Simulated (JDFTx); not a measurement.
Runs of JDFTx 1.7.0 (patched build) on HgSe. The structure is cubic, space group F-43m (No. 216). Conventional cell: a = 6.078 Å, b = 6.078 Å, c = 6.078 Å, α = 90.00°, β = 90.00°, γ = 90.00°. Hg (site symmetry -43m) has 4 Se at 2.63 Å as nearest neighbours. Se (site symmetry -43m) has 4 Hg at 2.63 Å as nearest neighbours. 

| task | level | potentials or basis | cell | smearing | max SCF steps | SCF threshold on the energy | solver of the electrons | band ratio of the Davidson solver | further solve for the empty bands | gap on the mesh (eV) | pressure (GPa) | V0 of scaled cells (Å³/atom) | B0 (GPa) |
| --- | --- | --- | --- | --- | --- | --- | --- | --- | --- | --- | --- | --- | --- |
| equation of state | LDA | PseudoDojo-SR-LDA-0.4.1-standard with smoothed tails | as given | fermi-dirac 0.05 eV | 100 | 1e-09 Ha | scf | - | - | - | - | 27.83 | 58 |
| single point | PBEsol | PseudoDojo-SR-PBEsol-0.4.1-standard with smoothed tails | the cell as VASP's run set it | gaussian 0.05 eV | 100 | 1e-09 Ha | scf | - | yes | none | 1.4 | - | - |
| single point | PBEsol | PseudoDojo-SR-PBEsol-0.4.1-standard with smoothed tails | as given | fermi-dirac 0.05 eV | 100 | 1e-09 Ha | scf | - | yes | none | 1.4 | - | - |
| single point | LDA | PseudoDojo-SR-LDA-0.4.1-standard with smoothed tails | the cell as VASP's run set it | gaussian 0.05 eV | 100 | 1e-09 Ha | scf | - | yes | none | -0.5 | - | - |
| single point | LDA | PseudoDojo-SR-LDA-0.4.1-standard with smoothed tails | as given | fermi-dirac 0.05 eV | 100 | 1e-09 Ha | scf | - | yes | none | -0.5 | - | - |
| equation of state | PBEsol | PseudoDojo-SR-PBEsol-0.4.1-standard with smoothed tails | as given | fermi-dirac 0.05 eV | 100 | 1e-09 Ha | scf | - | - | - | - | 28.80 | (a) |

Alike in all rows: no spin polarisation; k mesh 8 × 8 × 8; cutoff (eV) 1170.

**Question.** Fill in the values left out.

**Answer.** (a) 52.

A k mesh can miss the band edges, and the runs leave out spin-orbit coupling on Hg, Se.

A gap of «none» marks a metal or a gap under the smearing width.
